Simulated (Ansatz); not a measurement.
Runs of Ansatz 0.2.0 on C. The cell holds a slab with vacuum, 4 atoms: a = 2.456 Å, b = 2.456 Å, c = 24.134 Å, α = 90.00°, β = 90.00°, γ = 120.00°. 

```tsv
task	level	cell	k mesh	cutoff (eV)	points for each segment of the path	mesh quality	gap on the mesh (eV)	largest force (eV/Å)
relaxation of cell and atoms	HSE06	relaxed	8 × 8 × 2	420	-	not flagged	(a)	-
band structure	LDA	as given	12 × 12 × 2	420	14	not flagged	-	0.02
band structure	r2SCAN	as given	12 × 12 × 2	500	14	not flagged	none	0.02
band structure	HSE06	as given	8 × 8 × 2	420	4	coarse	-	0.04
```

Alike in all rows: potentials or basis Ansatz PAW; no spin polarisation; smearing fermi-dirac 0.05 eV.

Task: Estimate the missing entries.

Result: (a) 2.40.

Caveats: some runs use coarse meshes; the PAW data sets come from PBE, with cores solved anew for the run's functional, which leaves a small shift of forces and pressure; the plane-wave basis is chosen anew once the cell has moved, so the energies of steps on either side of that aren't comparable (some runs); the k mesh misses the band edges, so the gap on the mesh is wider than the one along the path (some runs).

A gap of «none» marks a metal or a gap under the smearing width.

Not every run made on this cell is shown here.
